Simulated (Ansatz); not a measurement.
# Ga (I4/mmm) in Ansatz: single point with PBEsol

Aim: the single point of Ga with PBEsol.

Program: Ansatz 0.2.0. These are calculated values, not measurements. Logs are shortened: lines on timing, memory, paths and dates and some standing lists are left out, and cuts for length are marked.

**1. The undisturbed crystal**

The structure is tetragonal, space group I4/mmm (No. 139). The conventional cell has a = 2.769 Å, b = 2.769 Å, c = 4.622 Å, α = 90.00°, β = 90.00°, γ = 90.00°. Ga (site symmetry 4/mmm) has 12 Ga at 2.77 to 3.03 Å as nearest neighbours.

This isn't the form of Ga at room conditions, which is orthorhombic.

**2. Single point, PBEsol (strain_z = 0)**

File input.yaml:

```yaml
crystal:
  lattice:
    - [-1.3843987196, 1.3843987196, 2.3112238365]
    - [1.3843987196, -1.3843987196, 2.3112238365]
    - [1.3843987196, 1.3843987196, -2.3112238365]
  atoms:
    - { symbol: Ga, position: [0.0, 0.0, 0.0] }
kpoints:
  mp_grid: { grid: [13, 13, 13] }
scf:
  occupations: { method: fermi_dirac, width: 0.05 }
hamiltonian:
  xc: pbesol
  pseudopotentials: { kind: all_electron, lapw: { basis_error: 0.001 } }
output:
  forces: true
  stress: true
  eigenvalues: true
```

Potentials or basis: all-electron LAPW, scalar-relativistic.

Command:

```sh
ansatz run input.yaml --threads 1 --pin off --max-ram 3072MiB --backend cpu --events-out ev --progress --plain --runs-dir out
```

The log of the run:

```text
Warning: RAYON_NUM_THREADS=1 ignored (pool sized by the plan → 1); use --threads N
LAPW: plane waves up to 7.898 Å⁻¹, error target 1.0e-3 eV per atom; small_component_spin mean_spin; Ga in spheres of 1.384 Å, 21 of its electrons in bands, Dirac shells [] (how accurate: hamiltonian.pseudopotentials.lapw.basis_error, Limitations)
Engine: ansatz 0.2.0, aarch64-unknown-linux-gnu
Pseudopotentials: kind: all_electron
Pseudopotential: Ga, LAPW, valence charge 21, lapw/all_electron/scalar/gaussian/Ga, Koelling and Harmon's equation, gaussian nucleus
Functional definition: PBEsol
  exchange = pbesol_x
  correlation = pbesol_c
Crystal: 1 atoms, lattice volume = 17.718 Å³
Basis set: ecut = 237.6330134752718 eV, 145 PW (Γ), FFT grids on a1+a3, a2+a3, a3, exchange–correlation at level 2
Bands: 15, of which v1, the nominal top of the filled ones, is band 11 counted from 1 (10 counted from 0)
Symmetry: 16 space group operations
Space group: I4/mmm (ITA 139), of the structure as read, at distance tolerance 2.6e-5 Å
k-points: 196 of 2197
Non-local potential: Ga, projectors of the file, none
Initial density: superposition of atomic densities (chi_scale 0.1, normalization cell)
Initial wavefunctions: plane waves of lowest kinetic energy (no species holds an atomic orbital)
Functional: x = pbesol(κ = 0.804, μ = 0.12345679012345678), c = pbesol(β = 0.046)
iter 1 solved again at ethr=5.90e-5 eV; its pass at ethr=1.00e-1 eV (dr2=1.24e-2 eV) is discarded
SCF iter   1: F=—  HF=-52860.074820 eV  |F-HF|=—  |Δ(HF+E_count)|=         —  Δρ=1.07e-2  dr2=1.24e-2  ethr=5.90e-5  ⟨swp⟩=3.1  Hψ=20269  notcnv=0
preconditioner: auto → Kerker (q_TF=auto, 2.807 Å⁻¹)  [metal: Δε(μ)=0.058 eV  Ē_g=21.444 eV  σ=0.050 eV  W_gap=0.28  n_scr=10 (ndim 8)  ℏωp=31.8 eV  f_vac=0.000  D(μ)=0.33/eV (n_scr^D=0)]
SCF iter   2: F=—  HF=-52860.039458 eV  |F-HF|=—  |Δ(HF+E_count)|=   3.54e-2  Δρ=5.87e-3  dr2=4.36e-3  ethr=5.90e-5  ⟨swp⟩=2.0  Hψ=8769  notcnv=0
SCF iter   3: F=—  HF=-52860.032735 eV  |F-HF|=—  |Δ(HF+E_count)|=   6.72e-3  Δρ=4.41e-3  dr2=2.63e-3  ethr=2.07e-5  ⟨swp⟩=2.0  Hψ=8307  notcnv=0
SCF iter   4: F=—  HF=-52860.031629 eV  |F-HF|=—  |Δ(HF+E_count)|=   1.11e-3  Δρ=2.51e-3  dr2=9.41e-4  ethr=1.25e-5  ⟨swp⟩=2.0  Hψ=8308  notcnv=0
iter 5 solved again at ethr=3.53e-7 eV; its pass at ethr=4.48e-6 eV (dr2=7.42e-5 eV) is discarded
SCF iter   5: F=—  HF=-52860.031388 eV  |F-HF|=—  |Δ(HF+E_count)|=   2.41e-4  Δρ=6.54e-4  dr2=7.42e-5  ethr=3.53e-7  ⟨swp⟩=2.0  Hψ=14099  notcnv=0
SCF iter   6: F=—  HF=-52860.031379 eV  |F-HF|=—  |Δ(HF+E_count)|=   8.94e-6  Δρ=9.72e-5  dr2=2.06e-6  ethr=3.53e-7  ⟨swp⟩=2.0  Hψ=8307  notcnv=0
SCF iter   7: F=-52860.031379 eV  HF=-52860.031379 eV  |F-HF|=3.41e-9  |Δ(HF+E_count)|=   2.87e-7  Δρ=1.63e-5  dr2=5.41e-8  ethr=9.83e-9  ⟨swp⟩=2.0  Hψ=8307  notcnv=0
SCF 1 converged in 7 iterations: F = -52860.031379 eV  dr2 = 5.41e-8
SCF converged after 7 iterations
Free energy (F): -52860.031379 eV
Harris-Foulkes:  -52860.031379 eV  (|F-HF|=3.41e-9)
Internal energy: -52860.028529 eV  (E = F + TS)
E sigma→0 (E₀):  -52860.029954 eV
Entropy (-TS):   -0.002850 eV (-2.850 meV/atom)
Fermi energy:    12.563802 eV
--- Per-component energies (eV) ---
  E_band       = -749.562847
  E_kinetic    = 53893.918548
  E_xc         = -2018.997006
  E_electrostatic = -104734.950071  (all electrons and nuclei)
  E_smearing   = -0.002850  (= −TS)
  E_closure    = 0.000000  (closes the sum)
  E_atoms      = -52856.706127  (free atoms, spherical and without spin; not in F)
  Σ components = -52860.031379   (vs F -52860.031379, Δ=0.00e0)
  Basis errors (estimates in eV, not in F): energy 2.7e-4 per atom: plane waves 2.6e-4 (1.4e-4 summed), levels above the bands 4.7e-131, relativity 1.6e-9, radial functions 1.3e-5, core shells 2.7e-11; eigenvalues (radial functions only) 1.1e-4; not estimated: angular momenta, meshes, grids; target (lapw.basis_error) 1.0e-3; muffin-tin radii Ga 1.384 Å
--- Forces (eV/Å), atoms counted from 1 ---
  atom   1  Ga    -0.00000000     0.00000000     0.00000000
  max |Σ_I F_I| component: 8.63e-32 eV/Å
--- Stress (GPa, compression-positive) ---
       -0.223633      -0.000000      -0.000000
       -0.000000      -0.223633       0.000000
       -0.000000       0.000000      -0.396045
  P = ⅓ Tr σ = -0.2811 GPa (-2.811 kbar)
--- Band table (eV; the first three rows and the last of 196) ---
  k-point 0: bands = ["-130.7524", "-81.6673", "-81.6435", "-81.6435", "-2.4275", "-2.2671", "-2.2313", "-2.2313", "-2.0673", "1.0819", "25.3041", "25.6150", "25.6150", "28.7641", "29.2152"]
  k-point 1: bands = ["-130.7524", "-81.6674", "-81.6439", "-81.6438", "-2.4014", "-2.2565", "-2.2447", "-2.2244", "-2.0805", "1.3182", "23.9364", "24.2836", "24.8160", "26.9117", "29.5781"]
  k-point 2: bands = ["-130.7523", "-81.6675", "-81.6449", "-81.6447", "-2.3272", "-2.2819", "-2.2329", "-2.2043", "-2.1187", "2.0332", "21.6401", "22.4148", "23.2332", "24.8265", "29.9502"]
  k-point 195: bands = ["-130.7522", "-81.6705", "-81.6448", "-81.6444", "-2.5315", "-2.4362", "-2.0429", "-2.0290", "-2.0260", "8.2203", "8.8027", "18.1672", "19.9166", "23.3979", "25.3034"]
```

It took 12 s on 1 thread of Arm Neoverse V1, shared host; peak memory 0.31 GiB.

Results:

- Free energy: -52860.0314 eV
- Pressure: -0.3 GPa
- Band gap on the k mesh: none (metal or under the smearing width)

Stress tensor (GPa, compression positive):
```
-0.22  0.00  0.00
 0.00 -0.22  0.00
 0.00  0.00 -0.40
```
